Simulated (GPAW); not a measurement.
MgI2 in GPAW: the effect of functional

Crystal: MgI2.

```
CELL_PARAMETERS angstrom
4.14000 0.00000 0.00000
-2.07000 3.58535 0.00000
0.00000 0.00000 6.88000
ATOMIC_POSITIONS crystal
I 0.66667 0.33333 0.75000
I 0.33333 0.66667 0.25000
Mg 0.00000 0.00000 0.00000
```

Alike in all runs:

| Quantity | Value |
| --- | --- |
| Program | GPAW 26.7.0 |
| Task | dielectric tensor |
| Cutoff | 650 eV |
| Basis | pw |
| k mesh | 6 × 6 × 3 |
| Occupations | fermi-dirac, width 0.001 eV |
| Spin | no spin polarisation |

Problem. One run gave: dielectric constant 3.87 mean. Which functional did it use?
A. AM05
B. LDA
C. RPBE
D. PBEsol
E. PBE

Solution. C.

```tsv
functional	potentials or basis	dielectric constant (mean)
LDA	the program's PAW data sets (release 1.2.1) made for this functional	4.18
AM05	PAW data sets generated in the run's folder for this functional	4.01
PBEsol	PAW data sets generated in the run's folder for this functional	4.10
PBE	GPAW PAW data sets (gpaw-data 1.2.1)	4.00
RPBE	the program's PAW data sets (release 1.2.1) made for this functional	3.87
GLLB-SC	the program's PAW data sets (release 1.2.1) made for this functional	3.65
```

Caveats: the long-wavelength limit can be off by a per cent or two; a model potential gives levels but no total energy (some runs); response on these states lacks terms of the Hamiltonian (some runs).

Not every run made on this cell is shown here.
